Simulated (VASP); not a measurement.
Calculation: r2SCAN meta-GGA, VASP's PBE PAW potentials (set 64) (plane waves; VASP).

Input for VASP

### INCAR
```
! general
SYSTEM  = Li2O
PREC    = Accurate
ENCUT   = 600
LREAL   = .FALSE.   ! projection in real space or not
LASPH   = .TRUE.

! electronic loop
EDIFF   = 1E-7
NELM    = 100   ! most electronic steps
ALGO    = Normal
LMIXTAU = .TRUE.

! smearing
ISMEAR  = 0
SIGMA   = 0.05

! functional
METAGGA = R2SCAN

! ions
ISIF    = 2

! output
LWAVE   = .FALSE.
LCHARG  = .FALSE.
```

File POSCAR:
```
Li2O
1.0
 -0.0057278603   2.2911441093   2.2911441093
  2.2854162490   0.0000000000   2.2854162490
  2.2911441093   2.2911441093  -0.0057278603
Li O
2 1
Cart
  1.1427081245   1.1455720546   1.1427081245
  3.4281243735   3.4367161639   3.4281243735
  4.5765603583   2.2911441093   2.2796883887
```

### KPOINTS
```
Automatic mesh
0
Gamma
8 8 8
0 0 0
```

POTCAR, in this order: Li_sv O (PBE.64 set). Program: vasp_std.

The run wrote:

**OSZICAR**
```
       N       E                     dE             d eps       ncg     rms          rms(c)
DAV:   1     0.419704312497E+02    0.41970E+02   -0.68799E+03  1908   0.147E+03
DAV:   2    -0.160365267269E+02   -0.58007E+02   -0.55057E+02  2226   0.262E+02
DAV:   3    -0.213739673614E+02   -0.53374E+01   -0.53165E+01  3424   0.673E+01
DAV:   4    -0.214522802752E+02   -0.78313E-01   -0.78238E-01  2492   0.903E+00
DAV:   5    -0.214529728267E+02   -0.69255E-03   -0.69251E-03  2970   0.678E-01    0.675E+00
DAV:   6    -0.168517348748E+02    0.46012E+01   -0.43478E+00  2382   0.159E+01    0.209E+00
DAV:   7    -0.169024117395E+02   -0.50677E-01   -0.11049E+00  2348   0.871E+00    0.209E+00
DAV:   8    -0.194165852949E+02   -0.25142E+01   -0.36874E+00  2728   0.154E+01    0.287E+00
DAV:   9    -0.168662676702E+02    0.25503E+01   -0.19955E+00  3128   0.118E+01    0.721E-01
DAV:  10    -0.168404390949E+02    0.25829E-01   -0.20438E-01  2290   0.457E+00    0.326E-01
DAV:  11    -0.168310391930E+02    0.93999E-02   -0.14106E-02  2254   0.132E+00    0.359E-01
DAV:  12    -0.168348193168E+02   -0.37801E-02   -0.17189E-02  2138   0.153E+00    0.751E-02
DAV:  13    -0.168357490399E+02   -0.92972E-03   -0.69635E-04  2560   0.322E-01    0.436E-02
DAV:  14    -0.168355301254E+02    0.21891E-03   -0.10110E-04  2056   0.162E-01    0.406E-02
DAV:  15    -0.168361729679E+02   -0.64284E-03   -0.25048E-04  2028   0.201E-01    0.847E-03
DAV:  16    -0.168361907909E+02   -0.17823E-04   -0.57695E-05  1994   0.115E-01    0.282E-03
DAV:  17    -0.168361772871E+02    0.13504E-04   -0.45127E-06  2230   0.335E-02    0.223E-03
DAV:  18    -0.168361639086E+02    0.13378E-04   -0.37734E-06  1994   0.261E-02    0.462E-04
DAV:  19    -0.168361699283E+02   -0.60197E-05   -0.33418E-07  2126   0.875E-03    0.246E-04
DAV:  20    -0.168361717081E+02   -0.17798E-05   -0.41360E-08  1722   0.285E-03    0.418E-04
DAV:  21    -0.168361716362E+02    0.71855E-07   -0.51038E-08  2034   0.331E-03
   1 F= -.16836172E+02 E0= -.16836172E+02  d E =-.427209E-20
```

### OUTCAR
```
------------------------ aborting loop because EDIFF is reached ----------------------------------------
  FORCE on cell =-STRESS in cart. coord.  units (eV):
  Direction    XX          YY          ZZ          XY          YZ          ZX
  --------------------------------------------------------------------------------------
  Total       -0.1152404     -0.1150988     -0.1152404      0.0000000      0.0000000      0.0448798
  in kB       -7.6759301     -7.6664965     -7.6759301      0.0000000      0.0000000      2.9893524
  external PRESSURE =      -7.6727855 kB  Pullay stress =       0.0000000 kB
  volume of cell :       24.05
      direct lattice vectors                 reciprocal lattice vectors
    -0.005727860  2.291144109  2.291144109    -0.217687362  0.218231580  0.217687362
     2.285416249  0.000000000  2.285416249     0.218778527 -0.218231580  0.218778527
     2.291144109  2.291144109 -0.005727860     0.217687362  0.218231580 -0.217687362
 POSITION                                       TOTAL-FORCE (eV/Angst)
 -----------------------------------------------------------------------------------
      1.14271      1.14557      1.14271        -0.000000      0.001926     -0.000000
      3.42812      3.43672      3.42812         0.000000     -0.001926      0.000000
      0.00000      0.00000      0.00000         0.000000      0.000000      0.000000
 -----------------------------------------------------------------------------------
    total drift:                                0.000000      0.000000      0.000000
  FREE ENERGIE OF THE ION-ELECTRON SYSTEM (eV)
  ---------------------------------------------------
  free  energy   TOTEN  =       -16.8361716362 eV

  energy  without entropy=      -16.8361716362  energy(sigma->0) =      -16.83617164
```
(Selected blocks of OUTCAR.)

The compound is Li2O in the antifluorite structure. This cell was strained or had an atom moved on purpose.
